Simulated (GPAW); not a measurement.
# SnO2 (Pmmm) in GPAW: reference runs

Aim: a first look at SnO2 with PBE, on the cell as given.

Everything below comes from runs of GPAW 26.7.0. Logs are shortened: lines on timing, memory, paths and dates and some standing lists are left out, and cuts for length are marked. The log counts tension as positive stress, the text compression.

### 1 The crystal as given

The structure is orthorhombic, space group Pmmm (No. 47). Conventional cell: a = 3.023 Å, b = 4.965 Å, c = 5.977 Å, α = 90.00°, β = 90.00°, γ = 90.00°. Around Sn (site symmetry mmm) lie 4 O at 2.02 Å. O (site symmetry mm2) is surrounded by 2 Sn at 2.02 Å.

The cell was built by a generator and needn't be a form met in nature.

### 2 Single point, PBE

run.py

```python
from ase import Atoms
from ase.dft.bandgap import bandgap
from ase.io import write
from ase.units import GPa
from gpaw import GPAW, PW

atoms = Atoms(['Sn', 'O', 'O'],
              cell=[[3.02327, 0.0, 0.0],
                    [0.0, 4.96468, 0.0],
                    [0.0, 0.0, 5.97696]],
              scaled_positions=[[0.5, 0.5, 0.0],
                                [0.0, 0.5, 0.77572],
                                [0.0, 0.5, 0.22428]],
              pbc=True)

calc = GPAW(mode=PW(800),
            xc='PBE',
            kpts={'size': (9, 6, 5), 'gamma': True},
            occupations={'name': 'fermi-dirac', 'width': 0.05},
            nbands=24,
            convergence={'density': 1e-05, 'energy': 1e-05},
            maxiter=150,
            txt='gpaw.txt')
atoms.calc = calc
energy = atoms.get_potential_energy()
forces = atoms.get_forces()
stress = atoms.get_stress()
calc.write('gs.gpw')
write('result.traj', atoms)
print(f'Energy: {energy:.6f} eV')
print('Forces (eV/A):')
print(forces.round(4))
print('Stress (GPa):', (stress / GPa).round(3))
print('Fermi level:', round(calc.get_fermi_level(), 4), 'eV')
print(f'Gap: {bandgap(calc)[0]:.4f} eV, direct: {bandgap(calc, direct=True)[0]:.4f} eV')
```

Potentials or basis: GPAW PAW data sets (gpaw-data 1.2.1), pw.

Started as:

```console
$ OMP_NUM_THREADS=1 python run.py
```

gpaw.txt:

```text
__  _  _
 | _ |_)|_||  |
 |__||  | ||/\| - 26.7.0

Input parameters:
  mode=PW(ecut=800.0),
  convergence={'density': 1e-05, 'energy': 1e-05},
  kpts=MonkhorstPack(size=(9, 6, 5), gamma=True),
  maxiter=150,
  nbands=24,
  occupations=Occupations(name='fermi-dirac', width=0.05),
  xc=XC(name='PBE')

Diagonalizing LCAO Hamiltonian
Converting LCAO to pw mode
    .------.
   /|      |
  / |      |
 * O|      |
 |  |      |
 |  |      |
 |  |      |
 | O.------.
 | /  Sn  /
 |/      /
 *------*

Atoms  # Å, Bohr magnetons
|   | symbol |        x |        y |        z |    initial magnetic moments |
|---|--------|----------|----------|----------|-----------------------------|
| 0 |     Sn | 1.511635 | 2.482340 | 0.000000 | ( 0.0000,  0.0000,  0.0000) |
| 1 |      O | 0.000000 | 2.482340 | 4.636447 | ( 0.0000,  0.0000,  0.0000) |
| 2 |      O | 0.000000 | 2.482340 | 1.340513 | ( 0.0000,  0.0000,  0.0000) |

Unit cell  # Å
| periodic |        x |        y |        z |  lengths |    angles |
|----------|----------|----------|----------|----------|-----------|
|      yes | 3.023270 | 0.000000 | 0.000000 | 3.023270 | 90.000000 |
|      yes | 0.000000 | 4.964680 | 0.000000 | 4.964680 | 90.000000 |
|      yes | 0.000000 | 0.000000 | 5.976960 | 5.976960 | 90.000000 |

Number of symmetries: 8
Symmetry operations  # r_c * U_cc + t_c -> r_c
|   | kind |            matrix            |
|---|------|------------------------------|
| 0 |  E   |  1, 0, 0,  0, 1, 0,  0, 0, 1 |
| 1 |  σ   |  1, 0, 0,  0, 1, 0,  0, 0,-1 |
| 2 |  σ   |  1, 0, 0,  0,-1, 0,  0, 0, 1 |
| 3 |  C2  |  1, 0, 0,  0,-1, 0,  0, 0,-1 |
| 4 |  σ   | -1, 0, 0,  0, 1, 0,  0, 0, 1 |
| 5 |  C2  | -1, 0, 0,  0, 1, 0,  0, 0,-1 |
| 6 |  C2  | -1, 0, 0,  0,-1, 0,  0, 0, 1 |
| 7 |  i   | -1, 0, 0,  0,-1, 0,  0, 0,-1 |

BZ-sampling:
  Number of BZ points: 270
  Number of IBZ points: 60

  Monkhorst-Pack size: [9, 6, 5]
  Monkhorst-Pack shift: [0.0, 0.08333333333333333, 0.0]

K-points  # in reciprocal-cell coordinates
|     |                                coordinates |     weight |
|-----|--------------------------------------------|------------|
|   0 | (  0.00000000,   0.00000000,   0.00000000) | 0.00370370 |
|   1 | (  0.00000000,   0.00000000,   0.20000000) | 0.00740741 |
|   2 | (  0.00000000,   0.00000000,   0.40000000) | 0.00740741 |
|   3 | (  0.00000000,   0.16666667,   0.00000000) | 0.00740741 |
|   4 | (  0.00000000,   0.16666667,   0.20000000) | 0.01481481 |
|   5 | (  0.00000000,   0.16666667,   0.40000000) | 0.01481481 |
|   6 | (  0.00000000,   0.33333333,   0.00000000) | 0.00740741 |
|   7 | (  0.00000000,   0.33333333,   0.20000000) | 0.01481481 |
|   8 | (  0.00000000,   0.33333333,   0.40000000) | 0.01481481 |
|   9 | (  0.00000000,   0.50000000,   0.00000000) | 0.00370370 |
| ... |                                            |            |
|  59 | (  0.44444444,   0.50000000,   0.40000000) | 0.01481481 |

Plane wave coefficients: 4632
Cutoff: 800.0 eV

Spin-components: 1 (collinear spins)
Bands:           24
Projectors:      16
Spin-degeneracy: 2
Datatype:        complex128

Parallelization:
  kpt:    1
  domain: 1
  band:   1

Density:
  Valence electrons: 26.0
  Components: 1
  Grid points: [20 35 40]
  Charge: 0.0  # |e|

Potential:
  Grid points: [20 35 40]

species:
  Sn:
    name:    Tin
    Z:       50.0
    valence: 14
    core:    36
    charge:  0.0  # [|e|]
    compensation charges:
      type: gauss
      rc: 0.38  # [Å]
      lmax: 2
    cutoffs:
      filter: 2.23  # [Å]
      core: 2.35  # [Å]
    projectors
    | kind |    occ | energy [eV] | rcut [Å] |
    |------|--------|-------------|----------|
    |   5s |  2.000 |     -10.538 |    1.201 |
    |   5p |  2.000 |      -3.696 |    1.270 |
    |   4d | 10.000 |     -25.845 |    1.185 |
    |    s |        |      16.674 |    1.201 |
    |    p |        |      23.515 |    1.270 |
    |    d |        |       1.367 |    1.185 |

    Using partial waves for Sn as LCAO basis

  O:
    name:    Oxygen
    Z:       8.0
    valence: 6
    core:    2
    charge:  0.0  # [|e|]
    compensation charges:
      type: gauss
      rc: 0.21  # [Å]
      lmax: 2
    cutoffs:
      filter: 1.17  # [Å]
      core: 0.83  # [Å]
    projectors
    | kind |    occ | energy [eV] | rcut [Å] |
    |------|--------|-------------|----------|
    |   2s |  2.000 |     -23.961 |    0.688 |
    |   2p |  4.000 |      -9.029 |    0.598 |
    |    s |        |       3.251 |    0.688 |
    |    p |        |      18.182 |    0.598 |
    |    d |        |       0.000 |    0.619 |

    Using partial waves for O as LCAO basis

Reference energy: -172092.397909  # eV

eigensolver:
  PPCG
  Converge bands: occupied
  niter=2

density mixing:
  MSR1-Mixer
  Pratt-step length: 0.05
  Maximum mixing coefficient: 0.75
  Old densities: 10
  SVD Regularization: 0.005
  Good broyden scale: 1.0
  Trust region scale: 1.0
  Backstep threshold: 4.0
  History deletion threshold: 6.0
  Fourier metric: weight=20.0, sigma=0.015

occupation numbers:
  Fermi-Dirac:
    width: 0.0500  # eV

poisson solver:
  ecut: 6400.0  # eV

xc functional:
  name: PBE with 2 nearest neighbor stencil

convergence criteria:
- Maximum integral of absolute [dens]ity change: 1e-05 electrons / valence electron
- Maximum [total energy] change in last 3 cyles: 1e-05 eV / valence electron
- Maximum integral of absolute [eigenst]ate change: 4e-08 eV^2 / valence electron
maximum number of iterations: 150

SCF iterations
|iter     | |      energy | eigst |  dens |
|---------|-|-------------|-------|-------|
|iter:   1| |  -21.042335 | +0.19 |       |
|iter:   2| |  -19.819316 | -1.30 | -0.83 |
|iter:   3| |  -16.970635 | -0.75 | -0.89 |
|iter:   4| |  -16.929967 | -2.64 | -1.48 |
|iter:   5| |  -16.918446 | -2.85 | -1.71 |
|iter:   6| |  -16.918531 | -4.47 | -2.63 |
|iter:   7| |  -16.918628c| -4.96 | -2.99 |
|iter:   8| |  -16.918629c| -6.50 | -4.06 |
|iter:   9| |  -16.918629c| -7.50c| -4.60 |
|iter:  10| |  -16.918629c| -7.93c| -5.28c|

Converged in 10 steps
Energy contributions relative to reference atoms: (reference = -172092.397909)

Energy contributions:
  Kinetic:          28.104999
  Coulomb:         -26.894870
  Zero:              0.199594
  External:          0.000000
  Xc:              -18.328353
  Entropy:          -0.000000
  Spinorbit:         0.000000
  ----------------------------
  Free energy:     -16.918629
  Extrapolated:    -16.918629

dipole moment: (-17.023090, 0.000004, -19.785369)  # |e|*Ang

Fermi level: -0.654
Eigenvalues  # (at kpt = [0.000, 0.000, 0.000])
| band index |      eig [eV] | occ [0-2] |
|------------|---------------|-----------|
|          0 |       -22.684 |     2.000 |
|        ... |               |           |
|          5 |       -18.471 |     2.000 |
|          6 |       -17.932 |     2.000 |
|          7 |        -6.251 |     2.000 |
|          8 |        -4.159 |     2.000 |
|          9 |        -3.659 |     2.000 |
|         10 |        -2.343 |     2.000 |
[... 8 lines left out ...]
|         19 |        10.799 |     0.000 |
|         20 |        11.513 |     0.000 |
|        ... |               |           |
|         23 |        13.590 |     0.000 |

Gap: 1.315 eV
Transition (v -> c):
  (s=0, k=57, n=12, [0.44, 0.50, 0.00]) -> (s=0, k=0, n=13, [0.00, 0.00, 0.00])
Direct/indirect transitions are different
Direct gap: 1.860 eV
Transition at: (s=0, k=0, n=12, [0.00, 0.00, 0.00])

Forces  # eV/Ang
|       x |       y |        z |
|---------|---------|----------|
| 0.00000 | 0.00000 |  0.00000 |  # Sn   0
| 0.00000 | 0.00000 |  0.09908 |  # O    1
| 0.00000 | 0.00000 | -0.09908 |  # O    2

Stress tensor  # eV/Ang^3
|        x |         y |        z |
|----------|-----------|----------|
| 0.001419 |  0.000000 | 0.000000 |
| 0.000000 | -0.002792 | 0.000000 |
| 0.000000 |  0.000000 | 0.000591 |

# Writing to gs.gpw (mode='')
```

Run time: 83 s. Hardware: 1 thread of Arm Neoverse V2, shared host; peak memory 0.33 GiB.

What came out:

```
Free energy            : -16.9186 eV
Pressure               : 0.0 GPa
Largest force          : 0.099 eV/Å
Band gap on the k mesh : 1.32 eV, indirect (least direct gap 1.86 eV)
```

Forces on the atoms (eV/Å):
```
Sn   0.000  0.000  0.000
O    0.000  0.000  0.099
O    0.000  0.000 -0.099
```

Stress tensor (GPa, compression positive):
```
-0.23  0.00  0.00
 0.00  0.45  0.00
 0.00  0.00 -0.09
```

Levels at points of the mesh, in eV from the valence-band top:
```csv
k point,band 11,band 12,band 13,band 14,band 15,band 16
"(0.00, 0.00, 0.00)",-0.97,-0.78,-0.54,1.32,4.69,6.39
"(0.00, 0.50, 0.00)",-1.06,-0.78,-0.54,2.08,3.24,7.37
```

Caveat: spin-orbit coupling is left out, which moves the levels of the heavy elements; an odd mesh through Γ misses points on the zone boundary, where band edges often lie.
